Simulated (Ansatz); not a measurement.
**How settings move the results for MgS**

```
Mg S
1.0
     0.00000    2.60165    2.60165
     2.60165    0.00000    2.60165
     2.60165    2.60165    0.00000
Mg S
1 1
Direct
  0.00000 0.00000 0.00000
  0.50000 0.50000 0.50000
```

Atoms are numbered in the order listed.

The cell is COD entry 9008672, as deposited and not checked against the literature; nothing was relaxed.

Computed with Ansatz 0.2.0, DFT, PBE, all-electron LAPW, scalar-relativistic.

The runs use a Γ-centred 10×10×10 k mesh, Fermi–Dirac smearing of 0.03 eV, basis error target 0.25 meV/atom, no spin polarisation. One setting is then changed at a time.

```
basis error target (meV/atom)  free energy less the base's (meV/atom)  P (GPa)  gap on the mesh (eV)  cutoff chosen (eV)
                  0.25 (base)                                     0.0     1.15                 2.787                 217
                            3                                     0.7     1.16                 2.787                 159
                           10                                     2.7     1.17                 2.788                 134
                           30                                     9.4     1.22                 2.790                 112
                          0.1                                     0.0     1.15                 2.787                 240
```
